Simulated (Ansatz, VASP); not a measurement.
## Si14C13 (Si_C): VASP beside Ansatz

One calculation is typed for both programs; each brings its own data sets. How far apart do they land? The cell is taken from a series of runs on this material, whose earlier steps may have relaxed, scaled, displaced or heated it; both programs get it as it stands.

Main program and level: Ansatz 0.2.0; plane waves, with VASP 6.6.1 beside it; single point at r2SCAN.

## 1. Starting point

The cell holds 54 atoms: 28 Si and 26 C. Its edges and angles: a = 9.242 Å, b = 9.242 Å, c = 9.242 Å, α = 60.0°, β = 60.0°, γ = 60.0°. It derives from SiC (SiC (F-43m)). Nearest the centre at fractional (0.417, 0.417, 0.417): Si15 at 0.01 Å, Si18 at 2.18 Å, Si24 at 2.18 Å, Si16 at 2.18 Å, Si14 at 2.19 Å, C44 at 3.12 Å, C43 at 3.12 Å, C36 at 3.12 Å. The cell carries charge +2.

Coordinates:

```xyz
54
Lattice="0.0000 6.5348 6.5348 6.5348 0.0000 6.5348 6.5348 6.5348 0.0000" Properties=species:S:1:pos:R:3 pbc="T T T"
Si    6.5295    6.5342   13.0633
Si    2.1767    2.1813    0.0075
Si   10.8939   10.8985   13.0624
Si    2.1768    0.0135    2.1755
Si    4.3474    2.1804    2.1748
Si    6.5316   10.8945    8.6885
Si   10.8938   13.0682   10.8927
Si    6.5316    8.6944   10.8890
Si    8.7329   10.8951   10.8895
Si    0.0088    2.1812    2.1755
Si    8.7108    4.3523    8.7096
Si   10.8901    6.5362    8.6883
Si    2.1760    2.1804    4.3463
Si    4.1790    4.1836    4.1776
Si    5.4422    5.4459    5.4407
Si    6.7037    6.7083    4.1824
Si   10.8902    8.6942    6.5304
Si    6.7043    4.1878    6.7030
Si    8.7304    6.5357    6.5300
Si   13.0635   10.8984   10.8927
Si    8.6896    6.5362   10.8889
Si   10.8905    8.7376   10.8894
Si    8.6897   10.8947    6.5306
Si    4.1836    6.7083    6.7025
Si    6.5312    8.7350    6.5302
Si   10.8905   10.8952    8.7317
Si    6.5312    6.5358    8.7291
Si    8.7111    8.7158    8.7100
C     1.0874    1.0919    1.0862
C     3.2666    3.2712    1.0871
C     5.4442    5.4486    1.0843
C     3.2666    1.0928    3.2654
C     5.4589    3.2429    3.2371
C     7.6509    5.4328    3.2356
C     5.4442    1.0900    5.4428
C     7.6509    3.2414    5.4272
C     9.8019    5.4484    5.4427
C     1.0883    3.2711    3.2654
C     3.2382    5.4636    3.2371
C     5.4282    7.6556    3.2355
C     3.2383    3.2429    5.4577
C     7.6501    7.6547    5.4565
C     5.4284    3.2414    7.6498
C     7.6501    5.4622    7.6489
C     9.7983    7.6275    7.6216
C     1.0854    5.4487    5.4429
C     3.2368    7.6555    5.4270
C     5.4439    9.8065    5.4427
C     3.2368    5.4329    7.6497
C     5.4577    7.6547    7.6489
C     7.6228    9.8029    7.6217
C     5.4439    5.4485    9.8007
C     7.6227    7.6275    9.7972
C     9.7990    9.8037    9.7978
```

## 2. Ansatz: single point, r2SCAN

Ansatz runs on its default PAW (the set named soft_2) files.

With cell and atoms fixed, the geometry can't cause a difference; cores, projectors, grids and the points listed under the comparison can.

Input file input.yaml:

```yaml
crystal:
  checkpoint: "../qp2_M2.relax.run"
  host: checkpoint
total_charge: 2
basis:
  ecutwfc: 500
  xc_grid: 2
hamiltonian:
  xc: r2scan
kpoints:
  mp_grid: { grid: [2, 2, 2], shift: [0.5, 0.5, 0.5] }
magnetization:
  spin_polarized: true
  initial_magnetization: 2
  spin_locking: { lock_magnetization: hard }
scf:
  occupations: { method: fixed }
  max_iter: 100
output:
  forces: true
  eigenvalues: true
  charged_corrections:
    epsilon: 7.01
    static_epsilon: 10.34
    defect_position: [0.416667, 0.416667, 0.416667]
  eigenstates: { localisation: true }
  populations: true
  efg: {}
checkpoint:
  read: "../qp2_M2.relax.run"
  write: "../qp2_M2.point.run"
  compress: false
  write_wavefunctions: false
  write_every: 100000
```

Run with:

```sh
$ ansatz run input.yaml --threads 4 --pin off --max-ram 7536MiB --backend cpu --events-out ev --progress --plain --runs-dir out
```

Numbers of over 12 decimals in the logs are rounded to 6 here.

The log of the run:

```text
Warning: This run holds its total moment fixed (magnetization.spin_locking.lock_magnetization: hard) and mixes its density by anderson or broyden (scf.mixing.algorithm, typed or taken by auto). Slabs with a fixed moment have converged under broyden above another state at the same moment, at the default mixing steps and at smaller ones, and under scf.lower_state_search: standard, light or off a state that such a mixer [...]
crystal.checkpoint: the structure is that of <dir>, a `relax` run, at its step 6: its result, under r2scan at a charge of 2 e; 54 atoms read, 0 with a starting moment; crystal.structure_sha256 for this input is
Engine: ansatz 0.2.0, aarch64-unknown-linux-gnu
Pseudopotentials: kind: paw
Pseudopotential: Si, paw, valence charge 4, recommended cutoff 500 eV (meta_gga), Si.paw.azcp
Pseudopotential: C, paw, valence charge 4, recommended cutoff 500 eV (meta_gga), C.paw.azcp
Functional definition: r2SCAN
  parameter k0 = 0.174
  parameter k1 = 0.065
  parameter a1 = 4.9479
  exchange = r2scan_x(k0 = k0, k1 = k1, a1 = a1)
  correlation = r2scan_c
Crystal: 54 atoms, lattice volume = 558.130 Å³
Basis set: ecut = 500 eV, 14163 PW (Γ), exchange–correlation on 144×144×144 points (8 copies of the dense FFT grid, shifted against one another)
Bands: 162, of which v1, the nominal top of the filled ones, is band 107 counted from 1 (106 counted from 0)
Symmetry: 1 space group operations
Space group: P1 (ITA 1), of the structure as read, at distance tolerance 8.2e-5 Å
Magnetic group: BNS 1.1 (UNI 1), of the structure as read, at distance tolerance 8.2e-5 Å
k-points: 4 of 8 (time reversal used)
Non-local potential: Si, projectors of the file, l = 0: 2, l = 1: 2, l = 2: 2
Non-local potential: C, projectors of the file, l = 0: 2, l = 1: 2, l = 2: 1
PAW form: soft (Blöchl's): semilocal exchange-correlation on the pseudo side does not see the compensation charge
PAW frozen core: Si, regenerated for the run's functional (the file was generated under x = pbe(κ = 0.804, μ = 0.219515), c = pbe(β = 0.066725))
PAW frozen core: C, regenerated for the run's functional (the file was generated under x = pbe(κ = 0.804, μ = 0.219515), c = pbe(β = 0.066725))
PAW one-centre angular grid: Si, 302 points (default); XC on 160 Gauss nodes
PAW one-centre angular grid: C, 302 points (default); XC on 239 of its mesh's 2573 points in the sphere
Initial density: read from a saved state, or passed on in memory by an earlier SCF of this step, an earlier step, the calling program or the single point that the run made first
Stability of the state it starts from, as read at its close in the collinear treatment: not read, because the mixer in use, unlike msr1, does not test its closes by its own steps (another_mixer); its run was given moments
Starting moments: Σ|m| = 2 μB on 54 of 54 sites; this step starts from the density that it was given
Initial wavefunctions: those read from a saved state, or passed on in memory by an earlier step or the calling program
Functional: x = r2scan, c = r2scan; τ floored in thin density (d = 2e-4 eV/Å³)
SCF iter   1: F=—  HF=-24468.526939 eV  |F-HF|=—  |Δ(HF+E_count)|=         —  Δρ=5.79e-7 (↑5.77e-7 ↓5.79e-7)  dr2=5.52e-9  dr2_τ=2.87e-11  dr2_m=8.65e-12  M=2.000 μB ∫|m|=2.134 μB  β_m=1.20  ethr=8.17e-12  ⟨swp⟩=3.0  Hψ=3046  notcnv=0
preconditioner: auto → Resta (q_TF=auto, 2.325 Å⁻¹)  ε∞=4.3  [insulator: Δε(μ)=0.161 eV  Ē_g=12.592 eV  n_scr=112 (ndim 8)  ℏωp=23.0 eV  f_vac=0.000  ε∞_Penn≈4.3]
spin=Collinear: Resta preconditioning applied to the charge; magnetization (m = ρ↑ − ρ↓) channel mixes plain (no charge-response kernel on spin).
SCF iter   2: F=-24468.526939 eV  HF=-24468.526939 eV  |F-HF|=2.24e-9  |Δ(HF+E_count)|=   1.76e-9  Δρ=4.38e-7 (↑4.37e-7 ↓4.38e-7)  dr2=3.05e-9  dr2_τ=1.60e-11  dr2_m=7.18e-13  M=2.000 μB ∫|m|=2.134 μB  ethr=2.58e-12  ⟨swp⟩=2.0  Hψ=2070  notcnv=0
SCF 1 converged in 2 iterations: F = -24468.526939 eV  dr2 = 3.05e-9
  greatest PAW one-centre occupation: 0.723 electrons in one spin orbital (limit 2), on the Si atom at site 27 (counted from 0), in its partial waves of l = 0
this state was not tested for a lower state beside it, because the mixer in use, unlike msr1, does not test its closes by its own steps (another_mixer; see scf.mixing.algorithm and scf.lower_state_search)
SCF converged after 2 iterations
Magnetization: 2.0000 μB (108.0000 up, 106.0000 down)
Absolute magnetization: 2.1363 μB (∫|ρ↑−ρ↓|, with the PAW one-centre terms)
[...]
atom  54  C  V_zz =    -0.003331   η = 0.5052   by run symmetry: allowed
            electrostatic potential = -418.876334 V   contact ρ = 864.529611 e/Å³   contact ρ_s (e/Å³): all electrons +0.007151, valence +0.012347
--- Charged-cell corrections in eV (Makov–Payne, q = +2.000 e, ε = 7.010 of the electrons, 10.340 with the ions) ---
  F (periodic)     = -24468.526939  (uncorrected; the corrections below are reported, never added to it)
  E_corr1          = +1.441202  (monopole, q²α_M/2εL)
  F Makov-Payne    = n/a  (the rows are of the electrons' constant alone; ansatz place-levels tells what screens the charge)
  no potential alignment in this run, which stands beside a crystal: run the host's input off ansatz write-host-input, and read the two finished runs by ansatz place-levels (neither reads a slab, a wire or a sheet, whose cell leaves a vacuum)
--- Band table (eV; the first three rows and the last of 8) ---
  k-point 0 ↑: bands = [... 103 lower, 9.1393, 9.1395, 9.2312, 9.7666, 9.7667, 12.1315, 12.2778, 12.2781, ... 51 higher]
  k-point 1 ↑: bands = [... 103 lower, 8.7460, 8.9613, 8.9886, 9.4185, 9.6191, 11.6478, 12.8351, 12.9193, ... 51 higher]
  k-point 2 ↑: bands = [... 103 lower, 8.7461, 8.9613, 8.9884, 9.4184, 9.6192, 11.6478, 12.8350, 12.9194, ... 51 higher]
  k-point 3 ↓: bands = [... 103 lower, 8.7991, 9.0844, 9.1717, 9.8583, 10.0527, 11.6915, 12.8988, 12.9796, ... 51 higher]
--- Löwdin populations: 54 sites ---
  site symbol       q [e]    m [muB]
     0     Si      2.8674     0.0007
     1      C      5.0052     0.0115
     2     Si      2.8725     0.0036
     3      C      5.0027     0.0167
     4     Si      2.8681     0.0003
     5      C      5.0069     0.0023
     6     Si      2.8724     0.0036
     7      C      5.0028     0.0167
     8     Si      2.8706     0.0097
     9      C      4.9779     0.0857
    10     Si      2.8558    -0.0053
    11      C      4.9741     0.0983
    12     Si      2.8681     0.0003
    13      C      5.0069     0.0023
    14     Si      2.8558    -0.0053
    15      C      4.9743     0.0982
    16     Si      2.8558    -0.0055
    17      C      5.0068     0.0024
    18     Si      2.8725     0.0036
    19      C      5.0026     0.0167
    20     Si      2.8707     0.0097
    21      C      4.9779     0.0856
    22     Si      2.8560    -0.0053
    23      C      4.9741     0.0983
[...]
46     Si      2.8557    -0.0042
    47      C      5.0001     0.0109
    48     Si      2.8558    -0.0055
    49      C      5.0068     0.0024
    50     Si      2.8557    -0.0042
    51      C      5.0001     0.0109
    52     Si      2.8646    -0.0015
    53      C      5.0013     0.0082
  spilling = 0.010399 (of n_electrons = 214.000000)
```

## 3. VASP: single point, r2SCAN

The same cell, functional and mesh now go to VASP, with its own data sets.

Lines of VASP's logs that name or quote its potential files are left out, and so is its time.

Input file INCAR:

```
SYSTEM = Si14C13
PREC = Accurate
ENCUT = 580
EDIFF = 1E-06
NELM = 200
ISMEAR = 0
SIGMA = 0.01
LREAL = Auto
ALGO = Normal
METAGGA = R2SCAN
LASPH = .TRUE.
NELECT = 214
NBANDS = 144
ISPIN = 2
MAGMOM = 0 0.01 0 0.01 0.01 -0 0 -0 -0 0.01 0.01 -0 0.01 0.02 0.24 0.02 -0 0.02 -0 0 -0 -0 -0 0.02 -0 -0 -0 0 0.01 0.01 0 0.01 0.05 0.06 0 0.06 0 0.01 0.05 0.06 0.05 0.05 0.06 0.05 0.01 0 0.06 0 0.06 0.05 0.01 0 0.01 0
LORBIT = 11
LWAVE = .FALSE.
LCHARG = .FALSE.
ISIF = 2
ISYM = 0
NUPDOWN = 2
GGA_COMPAT = .FALSE.
LMIXTAU = .TRUE.
KPAR = 4
```

Input file POSCAR:

```
Si14C13
1.0
    0.0000000000      6.5348422423      6.5348422423
    6.5348422423      0.0000000000      6.5348422423
    6.5348422423      6.5348422423      0.0000000000
Si C
28 26
Direct
    0.9998737646      0.9991517576      0.0000272231
    0.0009236250      0.0002233719      0.3328657613
    0.9997922326      0.9990934023      0.6679557543
    0.0009362193      0.3319789832      0.0011222903
    0.0005940867      0.3322027455      0.3330683603
    0.9986024484      0.3309588389      0.6685447798
    0.9998035158      0.6670599697      0.9999725306
    0.9986278776      0.6676682611      0.3318368518
    0.9986212567      0.6677541320      0.6686039311
    0.3326747433      0.0002339634      0.0011060475
    0.3329089012      0.9998793051      0.3330994463
    0.3316372882      0.9978998902      0.6685685902
    0.3328859911      0.3322137548      0.0007669704
    0.3199986927      0.3192895632      0.3202011817
    0.4165711613      0.4159999615      0.4168000255
    0.3203567343      0.3196578982      0.7061825482
    0.3316357594      0.6676805188      0.9988029791
    0.3203192738      0.7054099695      0.3205153437
    0.3317062217      0.6675553382      0.6684222913
    0.6677757664      0.9990887724      0.9999657824
    0.6683793723      0.9979027919      0.3318357380
    0.6684608891      0.9978987734      0.6686253855
    0.6683799086      0.3309636418      0.9987851865
    0.7060036412      0.3196562297      0.3205426662
    0.6682634266      0.3310200845      0.6684212947
    0.6684428087      0.6677374601      0.9987985502
    0.6682391926      0.6675450179      0.3319017333
    0.6667931034      0.6660680421      0.6669568092
    0.0834573004      0.0827641763      0.0836366429
    0.0835252154      0.0828224701      0.4170468451
    0.0833047003      0.0826265022      0.7504697505
    0.0835232769      0.4161699033      0.0837001787
    0.0781276619      0.4172356561      0.4181192586
    0.0778474276      0.4172760762      0.7535163028
    0.0833010191      0.7495928645      0.0835037179
    0.0778708017      0.7526284136      0.4181503088
    0.0833319809      0.7495349905      0.7504148215
    0.4168643271      0.0828270699      0.0837052971
    0.4179439764      0.0774107179      0.4181251368
    0.4179847622      0.0771361875      0.7535203216
    0.4179385490      0.4172304187      0.0783166574
    0.4178470307      0.4171385675      0.7535229972
    0.4179698113      0.7526406295      0.0780448906
    0.4178361846      0.7526492228      0.4180148599
    0.4170609142      0.7492439464      0.7501426057
    0.7502962040      0.0826126283      0.0834887108
    0.7533308658      0.0771461099      0.4181618907
    0.7502313509      0.0826441961      0.7504141206
    0.7533369383      0.4172719771      0.0780385378
    0.7533447634      0.4171421777      0.4180215769
    0.7499628153      0.4163519414      0.7501376171
    0.7502348509      0.7495332981      0.0835224655
    0.7499721860      0.7492453741      0.4172280263
    0.7500212327      0.7492981687      0.7501955365
```

Input file KPOINTS:

```
Points of the shifted mesh
8
Reciprocal
 0.2500000000  0.2500000000  0.2500000000 1
 0.2500000000  0.2500000000  0.7500000000 1
 0.2500000000  0.7500000000  0.2500000000 1
 0.2500000000  0.7500000000  0.7500000000 1
 0.7500000000  0.2500000000  0.2500000000 1
 0.7500000000  0.2500000000  0.7500000000 1
 0.7500000000  0.7500000000  0.2500000000 1
 0.7500000000  0.7500000000  0.7500000000 1
```

PAW data sets: Si and C (PBE family, release 64).

Run with:

```sh
$ mpirun -np 8 vasp_std
```

The log of the run:

```text
[banner, memory and clock lines left out]
running    8 mpi-ranks, on    1 nodes
[...]
|                                                                             |
|           W    W    AA    RRRRR   N    N  II  N    N   GGGG   !!!           |
|           W    W   A  A   R    R  NN   N  II  NN   N  G    G  !!!           |
|           W    W  A    A  R    R  N N  N  II  N N  N  G       !!!           |
|           W WW W  AAAAAA  RRRRR   N  N N  II  N  N N  G  GGG   !            |
|           WW  WW  A    A  R   R   N   NN  II  N   NN  G    G                |
|           W    W  A    A  R    R  N    N  II  N    N   GGGG   !!!           |
|                                                                             |
|     For optimal performance we recommend to set                             |
|       NCORE = 2 up to number-of-cores-per-socket                            |
|     NCORE specifies how many cores store one orbital (NPAR=cpu/NCORE).      |
|     This setting can greatly improve the performance of VASP for DFT.       |
[...]
DAV:   5    -0.609952634408E+03   -0.43960E-01   -0.43909E-01  5488   0.157E+00BRMIX: very serious problems
 the old and the new charge density differ
 old charge density:   216.00000 new  214.00000
BRMIX: very serious problems
 the old and the new charge density differ
 old charge density:   216.00000 new  214.00000
BRMIX: very serious problems
 the old and the new charge density differ
 old charge density:   216.00000 new  214.00000
BRMIX: very serious problems
 the old and the new charge density differ
 old charge density:   216.00000 new  214.00000
    0.478E+01
DAV:   6    -0.552102551416E+03    0.57850E+02   -0.14197E+02  5312   0.237E+01    0.277E+01
DAV:   7    -0.526249897381E+03    0.25853E+02   -0.10410E+01  5248   0.840E+00    0.115E+01
DAV:   8    -0.529670981070E+03   -0.34211E+01   -0.12630E+01  5288   0.879E+00    0.679E+00
DAV:   9    -0.531598637249E+03   -0.19277E+01   -0.19171E+00  5112   0.423E+00    0.306E+00
[...]
DAV:  18    -0.533104722887E+03   -0.13231E-04   -0.88456E-06  4928   0.977E-03    0.362E-03
DAV:  19    -0.533104721646E+03    0.12413E-05   -0.78616E-07  2720   0.326E-03    0.202E-03
DAV:  20    -0.533104721770E+03   -0.12468E-06   -0.29983E-07  2688   0.206E-03
   1 F= -.53310472E+03 E0= -.53310472E+03  d E =-.129415E-21  mag=     2.0000
```

OUTCAR, selected parts (step 3):

```text
  FREE ENERGIE OF THE ION-ELECTRON SYSTEM (eV)
  ---------------------------------------------------
  free  energy   TOTEN  =      -533.1047217704 eV

  energy  without entropy=     -533.1047217704  energy(sigma->0) =     -533.10472177

 magnetization (x)
# of ion       s       p       d       tot
------------------------------------------
    1       -0.000   0.001   0.000   0.001
    2       -0.001   0.012   0.000   0.010
    3       -0.000   0.001   0.000   0.001
    4       -0.001   0.012   0.000   0.010
    5       -0.000   0.013   0.000   0.012
    6       -0.001  -0.002   0.000  -0.002
    7       -0.000   0.001   0.000   0.001
    8       -0.001  -0.002   0.000  -0.002
    9       -0.001  -0.002   0.000  -0.003
   10       -0.001   0.012   0.000   0.010
   11       -0.000   0.013   0.000   0.012
   12       -0.001  -0.001   0.000  -0.002
   13       -0.000   0.013   0.000   0.012
[...]
--------------------------------------------------
tot          0.042   1.126   0.000   1.168
```

The cell is charged against a uniform background. The gap is read on the k-mesh alone, so it is an upper bound where the band edges lie off the mesh. The PAW data sets were made with PBE, which is usual practice but a small mismatch for other functionals.

## 4. Comparison

Known differences besides the potentials themselves: VASP starts from the moments at which Ansatz ended; VASP keeps PBE cores, Ansatz makes them for the functional; fixed occupations in Ansatz, narrow Gaussian smearing in VASP; the cutoff is 500 eV in Ansatz and 580 eV in VASP (PREC = Accurate, projectors in real space); site moments are counted in spheres of each program's own size. Total energies have different zeros and are not compared.

Both answers:

| quantity | Ansatz | VASP | difference |
| --- | --- | --- | --- |
| total moment, fixed by the input (μB) | 2.00 | 2.00 | 0.00 |
| moment on Si15 (μB) | 0.24 | 0.29 | -0.04 |
| moment on C40 (μB) | 0.06 | 0.06 | +0.01 |
| moment on C49 (μB) | 0.06 | 0.06 | +0.01 |
| moment on C47 (μB) | 0.06 | 0.06 | +0.01 |
| moment on C43 (μB) | 0.06 | 0.06 | +0.01 |
| moment on C34 (μB) | 0.06 | 0.06 | +0.01 |
| moment on C36 (μB) | 0.06 | 0.06 | +0.01 |
| moment on C39 (μB) | 0.06 | 0.05 | 0.00 |

At this near-relaxed geometry the largest component of a force difference is 21 meV/Å. The cell carries a charge of +2 e against a uniform background, so its pressure also hangs on how the neutralising background is counted, and in a defect's cell a gap may be the spacing between its levels.

## 5. Results

```json
{"difference in moment on Si15 (single point, r2SCAN)": "-0.044 μB"}
```

What this shows: The difference in moment on Si15 is -0.044 μB (single point, r2SCAN). Such differences can come from data sets, numerical settings and the points named under the comparisons, not from the functional's error against experiment.

[Lines on the potential files, build, host, timing and source positions are cut from VASP's logs without a mark.]

[Logs are printed without paths, hosts, clocks, repeated set-up lines and the standing remarks that a program may print on its own settings, such as how far it seeks lower states.]

[Hosts, paths, dates, database ids (printed as entryN), source tags and the programs' standing remarks are cut or masked in the printed files.]
